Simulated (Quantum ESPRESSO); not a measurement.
InP:

```
In P
1.0
     0.00000    2.93050    2.93050
     2.93050    0.00000    2.93050
     2.93050    2.93050    0.00000
In P
1 1
Direct
  0.00000 0.00000 0.00000
  0.75000 0.75000 0.75000
```

* Program: Quantum ESPRESSO 7.5
* Task: phonons
* Functional: LDA
* Potentials or basis: PseudoDojo 0.4.1 SR LDA standard
* Cutoff: 952 eV
* Density cutoff: 3810 eV
* k mesh: 8 × 8 × 8, shifted
* Occupations: fermi-dirac, width 0.05 eV
* Spin: no spin polarisation
* Form of the LDA correlation: PW92
* Mixing beta: 0.5
* Most SCF iterations: 120
* SCF threshold: 4e-10 Ry

The cell and the atoms were relaxed first, to 24.68 Å³/atom (a = 4.117 Å, b = 4.117 Å, c = 4.117 Å, α = 60.00°, β = 60.00°, γ = 60.00°), and the response was taken there.

The first run showed a gap, so the response started from a second, tighter run with fixed occupations.

Where do the zone-centre optical modes lie?

T2 at 304 cm⁻¹ (IR and Raman). Polar modes are given without the macroscopic field (transverse values).

Optical modes at Γ, degenerate ones joined, polar ones without the macroscopic field:
| cm⁻¹ | components | symmetry | active in | IR intensity, summed ((D/Å)²/amu) |
| --- | --- | --- | --- | --- |
| 304 | 3 | T2 | IR and Raman | 17.19 |

Caveat: the shifted mesh misses Γ, where the gap is smaller or closed, so treating the crystal as an insulator may be wrong and the dielectric response too small.
